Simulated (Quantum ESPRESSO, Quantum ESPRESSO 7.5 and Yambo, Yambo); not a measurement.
# Excitons of CdSe (F-43m): kernels and approximations

Aim: follow the lowest exciton of CdSe (F-43m) as the mesh is refined.

Calculated with Quantum ESPRESSO 7.5 and Yambo 5.3.0; PBE and many-body steps on it, plane waves.

### 1. Set-up

Symmetry: F-43m, No. 216, cubic system. The conventional cell has a = 6.050 Å, b = 6.050 Å, c = 6.050 Å, α = 90.00°, β = 90.00°, γ = 90.00°. Nearest to Cd lie 4 Se at 2.62 Å. Nearest to Se lie 4 Cd at 2.62 Å. Farther neighbours and most contacts between anions are not listed.

The lattice is a measured one from papers, the positions are the Materials Project's; both are kept fixed.

### 2. Empty states on the mesh, 4×4×4 mesh, 147 bands

This step: Quantum ESPRESSO 7.5; DFT, PBE, plane waves, norm-conserving pseudopotentials.

The sums over transitions need many empty states on a uniform mesh; this step solves for them.

Input file pw.in:

```
&control
  calculation = 'nscf'
  prefix = 'x'
  outdir = 'o'
  pseudo_dir = 'pseudo'
/
&system
  ibrav = 0
  nat = 2
  ntyp = 2
  ecutwfc = 104.0
  nbnd = 147
  force_symmorphic = .true.
/
&electrons
  conv_thr = 1e-9
  electron_maxstep = 80
  diago_full_acc = .true.
  diago_thr_init = 5e-6
/
ATOMIC_SPECIES
  Cd 112.41 Cd.upf
  Se 78.971 Se.upf
CELL_PARAMETERS angstrom
  0.0000000000 3.0250000000 3.0250000000
  3.0250000000 0.0000000000 3.0250000000
  3.0250000000 3.0250000000 0.0000000000
ATOMIC_POSITIONS crystal
  Cd 0.0000000000 0.0000000000 0.0000000000
  Se 0.7500000000 0.7500000000 0.7500000000
K_POINTS automatic
  4 4 4 0 0 0
```

The run is started by

```
OMP_NUM_THREADS=1 mpirun -n 4 pw.x -nk 4 -in pw.in > pw.out
```

Log:

```text
Program PWSCF v.7.5 starts

     This program is part of the open-source Quantum ESPRESSO suite
     for quantum simulation of materials; please cite
         "P. Giannozzi et al., J. Phys.:Condens. Matter 21 395502 (2009);
         "P. Giannozzi et al., J. Phys.:Condens. Matter 29 465901 (2017);
         "P. Giannozzi et al., J. Chem. Phys. 152 154105 (2020);
     in publications or presentations arising from this work. More details at

     Atomic positions and unit cell read from directory:
     o/x.save/

     Message from routine setup:
[...]
59.1124  59.2374  60.0945  60.0945  61.0949  61.0949  61.8136  61.8683
     [... 7 further rows ...]
    95.6363  95.6363  95.9525  95.9525  96.4256  97.4952  97.4952  99.2632
   100.3883 100.4579 100.4579

          k = 0.3536 0.0000 0.0000 (  6715 PWs)   bands (ev):

     [... further k-points ...]

     highest occupied, lowest unoccupied level (ev):     8.3376    8.9804

     XML data file, pseudopotentials, collected wavefunctions

=------------------------------------------------------------------------------=
   JOB DONE.
=------------------------------------------------------------------------------=
```

Wall time 22 s (4 MPI ranks of Arm Neoverse V1, shared host); peak memory 0.54 GiB; 87 s of CPU time.

This step gave:

- gap: 0.6428 eV
- k of the valence top: 0, 0, 0
- k of the conduction bottom: 0, 0, 0
- least direct gap: 0.6428 eV
- k points computed: 8
- lowest point of the top converged band, above the valence top: 91.6918 eV

On this mesh the gap is 0.643 eV.

The density comes from a self-consistent run that is not shown.

### 3. Conversion and set-up

This step: Yambo 5.3.0; conversion and set-up on PBE, plane waves, norm-conserving pseudopotentials.

The states are converted to the many-body program's format and the q mesh is built.

The run is started by

```
(cd o/x.save; p2y > p2y.log; mv SAVE ../..); yambo > setup.log
```

Log:

```text
 Yambo, version 5.3.0

 [02] CORE Variables Setup
 =========================

  [02.01] Unit cells
  ==================

  Cell kind             :  FCC
  Atoms in the cell     :  Cd  Se
  number of Cd atoms    :  1
  number of Se atoms    :  1

  List of atomic masses
  Mass of Cd    :  112.4100
  Mass of Se    :  78.97100

  List of atomic coordinates    : [cc]
  Cd1       :  0.000000  0.000000  0.000000  order 1
  Se1       :  8.574632  8.574632  8.574632  order 2

  Alat factors          :  5.716422  5.716422  5.716422 [a.u.]
  Direct lattice volume :  373.5964 [a.u.]
[...]
==========================================

 IBZ Q-points                                      :   8
 BZ  Q-points                                      :   64

 K/Q-points units:
 rlu = crystal or reduced units; cc = cartesian coordinates; iku = interal k-units

 Q [1]          [rlu]:  0.000000  0.000000  0.000000
 Q [2]          [rlu]: -0.89146E-17 -0.89146E-17  0.25000
 Q [3]          [rlu]:  0.17829E-16  0.17829E-16 -0.50000
[...]
Q [7]          [rlu]:  0.66020E-16 -0.50000     -0.50000
 Q [8]          [rlu]:  0.250000 -0.500000 -0.250000

  [03.01] X indexes
  =================

   [03.01.01] Sigma indexes
   ========================

 [06] Game Over & Game summary
```

Elapsed: 3.4 s, on 1 MPI rank; peak memory 0.26 GiB.

### 4. Screening and self-energy, 4×4×4 mesh, 147 bands, screening to 163.3 eV

Now the one-shot GW correction: screening in the RPA, then the self-energy of the levels asked for.

This step: G0W0 on PBE, plane waves, norm-conserving pseudopotentials.

Input file gw1.in:

```
HF_and_locXC
gw0
dyson
ppa
em1d
rim_cut
RandQpts= 1000000
RandGvec= 1 RL
EXXRLvcs= 104 Ry
VXCRLvcs= 416 Ry
Chimod= "HARTREE"
% BndsRnXp
 1 | 147 |
%
NGsBlkXp= 12 Ry
% LongDrXp
 1 | 1 | 1 |
%
% GbndRnge
 1 | 147 |
%
DysSolver= "n"
ExtendOut
PPAPntXp= 27.21138 eV
% QPkrange
 1 | 1 | 21 | 24 |
%
```

The run is started by

```
OMP_NUM_THREADS=1 mpirun -n 4 yambo -F gw1.in -J gw1 -C gw1 > gw1.log
```

Log:

```text
 Yambo, version 5.3.0

 [02] CORE Variables Setup
 =========================

  [... cell, symmetries and grids as in the set-up ...]

  [02.05] Energies & Occupations
  ==============================

  [X] === General ===
  [X] Electronic Temperature                        :  0.000000  0.000000 [eV K]
  [X] Bosonic    Temperature                        :  0.000000  0.000000 [eV K]
  [X] Finite Temperature mode                       : no
  [X] El. density                                   :  0.79478E+24 [cm-3]
[...]
Sx RL components                                 :   6855

   QP @ state[ 1 ] K range                          :  1  1
   QP @ state[ 1 ] b range                          :  21  24
   GF energies kind                                 : Perdew, Burke & Ernzerhof(X)+Perdew, Burke & Ernzerhof(C)
   GF WF`s kind                                     : Perdew, Burke & Ernzerhof(X)+Perdew, Burke & Ernzerhof(C)
   Xs energies kind                                 : Perdew, Burke & Ernzerhof(X)+Perdew, Burke & Ernzerhof(C)
   Xs WF`s kind                                     : Perdew, Burke & Ernzerhof(X)+Perdew, Burke & Ernzerhof(C)

 [11] Game Over & Game summary
```

It took 4 min on 4 MPI ranks; peak memory 2.4 GiB; 16 min of CPU time.

This step gave:

```
G0W0 gap on the points computed              : 1.287 eV
starting gap on the mesh                     : 0.6428 eV
k of the valence top                         : 0, 0, 0
k of the conduction bottom                   : 0, 0, 0
least direct G0W0 gap on the computed points : 1.287 eV
```

The gap on the mesh goes from 0.64 eV to 1.29 eV, a correction of +0.64 eV.

The gap opens by 0.644 eV; the next steps shift the empty bands rigidly by 0.644 eV.

### 5. Empty states on the mesh, 4×4×4 mesh, 34 bands

This step: Quantum ESPRESSO 7.5; DFT, PBE, plane waves, norm-conserving pseudopotentials.

pw.in, as its differences from that of step 2:

```diff
@@ -11,3 +11,3 @@
   ecutwfc = 104.0
-  nbnd = 147
+  nbnd = 34
   force_symmorphic = .true.
```

The run is started by

```
OMP_NUM_THREADS=1 mpirun -n 4 pw.x -nk 4 -in pw.in > pw.out
```

Log:

```text
[banner, memory and clock lines left out]
Program PWSCF v.7.5 starts

     Atomic positions and unit cell read from directory:
     o/x.save/

     Message from routine setup:
     using ibrav=0 with symmetry is DISCOURAGED, use correct ibrav instead

     G-vector sticks info

     bravais-lattice index     =            0
     lattice parameter (alat)  =       8.0842  a.u.
     unit-cell volume          =     373.5964 (a.u.)^3
     number of atoms/cell      =            2
     number of atomic types    =            2
     number of electrons       =        44.00
[...]
-198.7240-138.2021-138.2021-138.2021 -93.3810 -54.4432 -54.4431 -54.4431
[...]
25.9937  26.5798

          k =-0.3536-0.3536 0.3536 (  6658 PWs)   bands (ev):

  -198.7240-138.2021-138.2021-138.2021 -93.3810 -54.4433 -54.4431 -54.4431
[...]
0.7673   0.7673   1.0499   3.8616   7.5667   7.5667  10.7555  14.7983
    14.7983  15.7985  18.4207  20.5168  20.5168  21.5133  22.1255  22.1255
    27.5318  28.8197

          k = 0.3536 0.0000 0.0000 (  6715 PWs)   bands (ev):

     [... further k-points ...]

     highest occupied, lowest unoccupied level (ev):     8.3376    8.9804

     XML data file, pseudopotentials, collected wavefunctions
```

The job ended after 3.6 s (4 MPI ranks; peak memory 0.3 GiB; 14 s of CPU time).

This step gave:

```
gap                                                           : 0.6428 eV
k of the valence top                                          : 0, 0, 0
k of the conduction bottom                                    : 0, 0, 0
least direct gap                                              : 0.6428 eV
k points computed                                             : 8
lowest point of the top converged band, above the valence top : 17.54 eV
```

On this mesh the gap is 0.643 eV.

### 6. Conversion and set-up

This step: Yambo 5.3.0; conversion and set-up on PBE, plane waves, norm-conserving pseudopotentials.

The run is started by

```
(cd o/x.save; p2y > p2y.log; mv SAVE ../..); yambo > setup.log
```

Log:

```text
 Yambo, version 5.3.0

 [02] CORE Variables Setup
 =========================

  [02.01] Unit cells
  ==================

  Cell kind             :  FCC
  Atoms in the cell     :  Cd  Se
  number of Cd atoms    :  1
  number of Se atoms    :  1

  List of atomic masses
  Mass of Cd    :  112.4100
  Mass of Se    :  78.97100

  List of atomic coordinates    : [cc]
  Cd1       :  0.000000  0.000000  0.000000  order 1
  Se1       :  8.574632  8.574632  8.574632  order 2

  Alat factors          :  5.716422  5.716422  5.716422 [a.u.]
  Direct lattice volume :  373.5964 [a.u.]
[...]
==========================================

 IBZ Q-points                                      :   8
 BZ  Q-points                                      :   64

 K/Q-points units:
 rlu = crystal or reduced units; cc = cartesian coordinates; iku = interal k-units

 Q [1]          [rlu]:  0.000000  0.000000  0.000000
 Q [2]          [rlu]: -0.89146E-17 -0.89146E-17  0.25000
 Q [3]          [rlu]:  0.17829E-16  0.17829E-16 -0.50000
[...]
Q [7]          [rlu]:  0.66020E-16 -0.50000     -0.50000
 Q [8]          [rlu]:  0.250000 -0.500000 -0.250000

  [03.01] X indexes
  =================

   [03.01.01] Sigma indexes
   ========================

 [06] Game Over & Game summary
```

Wall time 3.4 s (1 MPI rank); peak memory 0.26 GiB.

(Part 1 of 4 ends here.)

[Paths, hosts, dates, memory and timing lines, banners, echoed tables and standing remarks are left out of the program output.]

[Logs are printed without paths, hosts, clocks, repeated set-up lines and the standing remarks that a program may print on its own settings, such as how far it seeks lower states.]

[Runs of the session that timed out or met a known fault of the program may be left out.]

[Hosts, paths, dates, database ids (printed as entryN), source tags and the programs' standing remarks are cut or masked in the printed files.]
